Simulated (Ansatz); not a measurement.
# Phases of Cd at 0.046 GPa

Structure types of Cd are relaxed in primitive cells with their symmetry kept at 0.046 GPa, first on PAW files, then by LAPW. The enthalpy is E + pV at zero temperature, without zero-point motion. Only the types listed were tried, and differences under about 5 meV/atom are mesh noise.

Computed with Ansatz 0.2.0; functional PBE, scalar-relativistic. Settings: Fermi–Dirac smearing of 0.08 eV, no spin polarisation. Methods: LAPW: all electrons, basis error target 0.5 meV/atom; PAW: frozen-core files, cutoff 420 eV.

k meshes: fcc 15×15×15, bcc 15×15×15, hcp 14×14×8, diamond 11×11×11, beta tin 14×14×14, omega 7×7×10.

```csv
start type,ends as,"a, b, c (Å)",V (Å³/atom),"H − H(lowest), LAPW (meV/atom)"
fcc,"fcc, Fm-3m","4.502, 4.502, 4.502",22.80,5.8
bcc,"bcc, Im-3m","3.605, 3.605, 3.605",23.43,56.5
hcp,"hcp, P6_3/mmc","3.065, 3.065, 5.573",22.67,0.0
diamond,"diamond, Fd-3m","6.687, 6.687, 6.687",37.38,332.8
beta tin,"beta tin, I4_1/amd","5.868, 5.868, 2.999",25.82,?
omega,"omega, P6/mmm","5.139, 5.139, 3.097",23.61,?
```

Give the missing entry: row "beta tin", column "H − H(lowest), LAPW (meV/atom)".

97.0.

Give the missing entry: row "omega", column "H − H(lowest), LAPW (meV/atom)".

55.9.
